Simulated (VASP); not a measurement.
**Nb: elastic constants with PBEsol**

Crystal: Nb.

```
Nb
1.0
    -1.63416    1.63416    1.63416
     1.63416   -1.63416    1.63416
     1.63416    1.63416   -1.63416
Nb
1
Cartesian
  0.0000 0.0000 0.0000
```

| Item | Value |
| --- | --- |
| Program | VASP 6.6.1 |
| Task | elastic constants |
| Functional | PBEsol |
| Potentials or basis | VASP PAW PBE potentials, release 64 (Nb_sv) |
| Cutoff | 600 eV |
| k mesh | 30 × 30 × 30 |
| Occupations | methfessel-paxton, width 0.2 eV |
| Spin | no spin polarisation |
| Ions in elastic constants | relaxed |
| Further INCAR settings | ALGO = Normal; EDIFF = 1e-08; IBRION = 6; POTIM = 0.015; NSW = 1; ISIF = 3 |

| Item | Value |
| --- | --- |
| Relaxed volume | 17.48 Å³/atom |
| Relaxed cell | a = 2.832 Å, b = 2.832 Å, c = 2.832 Å, α = 109.47°, β = 109.47°, γ = 109.47° |
| Space group after relaxing (to 0.05 Å) | Im-3m (No. 229) |
| Elastic constants C11, C12, C44 | 269, 141, 18 GPa |
| Voigt bulk modulus | 184 GPa |

Final structure:
```
CELL_PARAMETERS angstrom
-1.63502 1.63502 1.63502
1.63502 -1.63502 1.63502
1.63502 1.63502 -1.63502
ATOMIC_POSITIONS crystal
Nb 0.00000 0.00000 0.00000
```

Elastic tensor in Voigt notation (GPa, in the Cartesian axes of the cell as first typed):
```
269 141 141   0   0   0
141 269 141   0   0   0
141 141 269   0   0   0
  0   0   0  18   0   0
  0   0   0   0  18   0
  0   0   0   0   0  18
```

Clamped-ion elastic tensor (GPa):
```
269 141 141   0   0   0
141 269 141   0   0   0
141 141 269   0   0   0
  0   0   0  18   0   0
  0   0   0   0  18   0
  0   0   0   0   0  18
```

It took 29 min on 2 MPI ranks on Intel(R) Xeon(R) Platinum 8559C (Emerald Rapids), on a shared host, peak memory 2.4 GiB a rank.

Caveat: the PAW data sets were made with another functional, which shifts forces and pressure a little.
